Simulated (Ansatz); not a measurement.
**Hf$_{3}$N$_{2}$: why energy differences converge before total energies**

These are results of DFT PBEsol, scalar-relativistic, plane waves, PAW (Ansatz), not measurements.

```
CELL_PARAMETERS angstrom
1.59943 0.92343 7.75484
-1.59943 0.92343 7.75484
0.00000 -1.84686 7.75484
ATOMIC_POSITIONS crystal
Hf 0.77942 0.77942 0.77942
Hf 0.22058 0.22058 0.22058
Hf 0.00000 0.00000 0.00000
N 0.61192 0.61192 0.61192
N 0.38808 0.38808 0.38808
```

```
Γ-centred k-mesh : 12×12×12
occupation rule  : Gaussian smearing, 0.1 eV
spin treatment   : unpolarised
```

A second cell has all atoms moved and the lattice slightly strained:

```yaml
crystal:
  lattice:
    - [1.56391, 1.04245, 7.72667]
    - [-1.63396, 1.04406, 7.74093]
    - [-0.03363, -1.67746, 7.68509]
  atoms:
    - { symbol: Hf, position: [0.77294, 0.78308, 0.78622] }
    - { symbol: Hf, position: [0.17706, 0.19140, 0.28505] }
    - { symbol: Hf, position: [0.97053, 0.02696, 0.00559] }
    - { symbol: N, position: [0.61584, 0.60754, 0.60334] }
    - { symbol: N, position: [0.36223, 0.40191, 0.41166] }
```

It ran on a 10×10×10 mesh, another than the first cell's, which shifts the difference by nearly the same amount at every cutoff. Both were run at several values of the cutoff; energies per atom at zero smearing, errors against the largest value (600 eV), which isn't proved converged itself.

```tsv
cutoff	error, first cell (meV)	error, second cell (meV)
200 eV	4645.09	4652.72
250 eV	978.68	976.60
300 eV	166.62	165.86
350 eV	33.91	32.90
420 eV	2.97	3.02
```

Question: At the largest value the second cell lies 63.28 meV/atom above the first. What is the error of that difference at each value, and where does each quantity come within 1 meV/atom?

Answer: The error of the difference is the second cell's error less the first's:
| cutoff | difference (meV) | its error (meV) |
| --- | --- | --- |
| 200 eV | 70.91 | 7.64 |
| 250 eV | 61.20 | -2.08 |
| 300 eV | 62.52 | -0.76 |
| 350 eV | 62.26 | -1.02 |
| 420 eV | 63.32 | 0.04 |

No value below the largest brings the first cell's total energy within 1 meV/atom, while the difference is there from 420 eV on. Most of the error cancels, by a factor of about 219 in the median. A missing short wave mostly misdescribes the region near each nucleus, which both cells share; what doesn't cancel comes largely from the change of volume and bonding.

6 further runs of this set aren't shown.